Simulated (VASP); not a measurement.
# LiF (Pm-3m) in VASP: notebook

The runs below take LiF through single point, with PBE.

Program: VASP 6.6.1. These are calculated values, not measurements. Logs are shortened: lines on timing, memory, paths and dates and some standing lists are left out, and cuts for length are marked.

### 1 Starting point

Symmetry: Pm-3m, No. 221, cubic system. Conventional cell: a = 2.560 Å, b = 2.560 Å, c = 2.560 Å, α = 90.00°, β = 90.00°, γ = 90.00°. Around F (site symmetry m-3m) lie 8 Li at 2.22 Å. Around Li (site symmetry m-3m) lie 8 F at 2.22 Å.

Measurements of this composition are mostly on another form, of space group No. 225.

### 2 Single point, PBE

The input, INCAR:

```
PREC = Accurate
ENCUT = 500
EDIFF = 1E-6
ISMEAR = 0
SIGMA = 0.02
LREAL = False
LASPH = True
NELM = 80
ALGO = Normal
ISIF = 2
LWAVE = False
LCHARG = False
GGA = PE
```

The input, KPOINTS:

```
Automatic mesh
0
Gamma
  7 7 7
```

The input, POSCAR:

```
LiF
1.0
    2.5595330000      0.0000000000      0.0000000000
    0.0000000000      2.5595330000      0.0000000000
    0.0000000000      0.0000000000      2.5595330000
F Li
1 1
Direct
    0.5000000000      0.5000000000      0.5000000000
    0.0000000000      0.0000000000      0.0000000000
```

Potentials or basis: VASP PAW PBE potentials, release 64 (F_GW, Li_GW).

Launch:

```bash
$ cat potpaw_PBE.64/F_GW/POTCAR potpaw_PBE.64/Li_GW/POTCAR > POTCAR
$ mpirun -np 1 vasp_std > vasp.out
```

OUTCAR:

```text
PREC = Accurate
   ENCUT = 500
   EDIFF = 1E-6
   ISMEAR = 0
   LREAL = False
   LASPH = True
   NELM = 80
   ISIF = 2
   GGA = PE

 ion  position               nearest neighbor table
   1  0.500  0.500  0.500-   2 2.22   2 2.22   2 2.22   2 2.22   2 2.22   2 2.22   2 2.22   2 2.22

   2  0.000  0.000  0.000-   1 2.22   1 2.22   1 2.22   1 2.22   1 2.22   1 2.22   1 2.22   1 2.22

  LATTYP: Found a simple cubic cell.
 ALAT       =     2.5595330000

  Lattice vectors:

 A1 = (   2.5595330000,   0.0000000000,   0.0000000000)
 A2 = (   0.0000000000,   2.5595330000,   0.0000000000)
 A3 = (   0.0000000000,   0.0000000000,   2.5595330000)

Analysis of symmetry for initial positions (statically):
=====================================================================
 Subroutine PRICEL returns:
 Original cell was already a primitive cell.

 Routine SETGRP: Setting up the symmetry group for a
 simple cubic supercell.

 Subroutine GETGRP returns: Found 48 space group operations
 (whereof 48 operations were pure point group operations)
 out of a pool of 48 trial point group operations.

The static configuration has the point symmetry O_h .

Analysis of symmetry for dynamics (positions and initial velocities):
=====================================================================
 Subroutine PRICEL returns:
 Original cell was already a primitive cell.

 Routine SETGRP: Setting up the symmetry group for a
 simple cubic supercell.

 Subroutine GETGRP returns: Found 48 space group operations
 (whereof 48 operations were pure point group operations)
 out of a pool of 48 trial point group operations.

The dynamic configuration has the point symmetry O_h .

 Subroutine INISYM returns: Found 48 space group operations
 (whereof 48 operations are pure point group operations),
 and found     1 'primitive' translations

----------------------------------------------------------------------------------------

                                     Primitive cell

  volume of cell :      16.7680

  direct lattice vectors                    reciprocal lattice vectors
     2.559533000  0.000000000  0.000000000     0.390696272  0.000000000  0.000000000
     0.000000000  2.559533000  0.000000000     0.000000000  0.390696272  0.000000000
     0.000000000  0.000000000  2.559533000     0.000000000  0.000000000  0.390696272

  length of vectors
[... 80 lines left out ...]
   NSW    =      0    number of steps for IOM
   IBRION =     -1    ionic relax: 0-MD 1-quasi-New 2-CG
   NFREE  =      0    steps in history (QN), initial steepest desc. (CG)
   ISIF   =      2    stress and relaxation
   ISYM   =      2    0-nonsym 1-usesym 2-fastsym
   POTIM  = 0.5000    time-step for ionic-motion
   TEBEG  =    0.0;   TEEND  =   0.0 temperature during run
   PSTRESS=    0.0 pullay stress
   NELECT =       8.0000    total number of electrons
   NUPDOWN=      -1.0000    fix difference up-down
   EMIN   =  10.00;   EMAX   =-10.00  energy-range for DOS
   EFERMI =   0.00;   METHOD = LEGACY
   ISMEAR =     0;   SIGMA  =   0.02  broadening in eV -4-tet -1-fermi 0-gaus
   EFERMI_NEDOS =   21; number of points for ismear=-14 and -15
   IALGO  =     38    algorithm
   IMIX   =      4    mixing-type and parameters
     AMIX     =   0.40;   BMIX     =  1.00
     AMIX_MAG =   1.60;   BMIX_MAG =  1.00
  volume/ion in A,a.u.               =       8.38        56.58
  Fermi-wavevector in a.u.,A,eV,Ry     =   1.279217  2.417369 22.264508  1.636395
  Thomas-Fermi vector in A             =   2.411715
   LORBIT       =      0    0 simple, 1 ext, 2 COOP (PROOUT), +10 PAW based schemes
   GGA     = PE    functional components
   LHFCALC =     F    Hartree Fock is set to
   AEXX    =    0.0000 exact exchange contribution
   IVDW    =     0    specifies the selected vdW correction
   LEPSILON=     F    determine dielectric tensor
   LRPA    =     F    only Hartree local field effects (RPA)
 non-spin polarized calculation
 Gauss-broadening in eV      SIGMA  =   0.02
  energy-cutoff  :      500.00
  volume of cell :       16.77
 maximum number of plane-waves:       441
 NGX is ok and might be reduce to    20
   NGX =  9   NGY =  9   NGZ =  9

 number of electron       7.9999995 magnetization

 Free energy of the ion-electron system (eV)
  ---------------------------------------------------
  ext. energy  EPLUGINS =         0.00000000
  ---------------------------------------------------
  free energy    TOTEN  =        -9.03752032 eV

  energy without entropy =       -9.03752032  energy(sigma->0) =       -9.03752032

 E-fermi :  -1.8743     XC(G=0):  -9.5901

 val. band max:       -2.0890652728   @ k =   0.4286   0.4286   0.0000
 cond. band min:       5.4155331778   @ k =   0.0000   0.0000   0.0000
 fundamental gap:      7.5045984506
 Fermi energy:        -1.8743049247

 k-point     1 :       0.0000    0.0000    0.0000
  band No.  band energies     occupation
      1     -22.8762      2.00000
      2      -2.7341      2.00000
      3      -2.7341      2.00000
      4      -2.7341      2.00000
      5       5.4155      0.00000
      6      16.7846      0.00000
      7      16.7846      0.00000
      8      18.8237      0.00000
[... 199 lines left out ...]
 k-point    20 :       0.4286    0.4286    0.4286
  band No.  band energies     occupation
      1     -21.5080      2.00000
      2      -4.3944      2.00000
      3      -4.2806      2.00000
      4      -4.2806      2.00000
      5       9.3794      0.00000
      6       9.4160      0.00000
      7       9.4160      0.00000
      8      21.7020      0.00000

------------------------ aborting loop because EDIFF is reached ----------------------------------------

  FORCE on cell =-STRESS in cart. coord.  units (eV):
  Direction    XX          YY          ZZ          XY          YZ          ZX
  --------------------------------------------------------------------------------------
  -------------------------------------------------------------------------------------
  Total       -0.5668240     -0.5668240     -0.5668240     -0.0000000      0.0000000     -0.0000000
  in kB      -54.1597490    -54.1597490    -54.1597490     -0.0000000      0.0000000     -0.0000000
  external PRESSURE =     -54.1597490 kB  Pullay stress =       0.0000000 kB

 VOLUME and BASIS-vectors are now :
 -----------------------------------------------------------------------------
  energy-cutoff  :      500.00
  volume of cell :       16.77
      direct lattice vectors                 reciprocal lattice vectors
     2.559533000  0.000000000  0.000000000     0.390696272  0.000000000  0.000000000
     0.000000000  2.559533000  0.000000000     0.000000000  0.390696272  0.000000000
     0.000000000  0.000000000  2.559533000     0.000000000  0.000000000  0.390696272

 POSITION                                       TOTAL-FORCE (eV/Angst)
 -----------------------------------------------------------------------------------
      1.27977      1.27977      1.27977         0.000000      0.000000      0.000000
      0.00000      0.00000      0.00000         0.000000      0.000000      0.000000
 -----------------------------------------------------------------------------------
    total drift:                                0.000000      0.000000      0.000000

  FREE ENERGIE OF THE ION-ELECTRON SYSTEM (eV)
  ---------------------------------------------------
  free  energy   TOTEN  =        -9.0375203193 eV

  energy  without entropy=       -9.0375203193  energy(sigma->0) =       -9.03752032
```

stdout:

```text
POSCAR found type information on POSCAR F Li
 POSCAR found :  2 types and       2 ions
 scaLAPACK will be used
 LDA part: xc-table for (Slater+PW92), standard interpolation
 POSCAR, INCAR and KPOINTS ok, starting setup
 FFT: planning ... GRIDC
 FFT: planning ... GRID_SOFT
 FFT: planning ... GRID
 WAVECAR not read
 entering main loop
```

It took 5.1 s on 1 thread of Intel Xeon Platinum 8259CL at 2.50GHz (Skylake/Cascade Lake), shared host; peak memory 0.11 GiB.

What came out:

| Property | Result |
| --- | --- |
| Free energy | -9.0375 eV |
| Band gap on the k mesh | 7.50 eV, indirect (least direct gap 8.15 eV) |

Caveat: the cutoff is under 1.25 times the usual one of these potentials, so pressure, stress and relaxed cells hold a basis-set (Pulay) error; an odd mesh through Γ misses points on the zone boundary, where band edges often lie.

(Continued in part 2 of 2.)
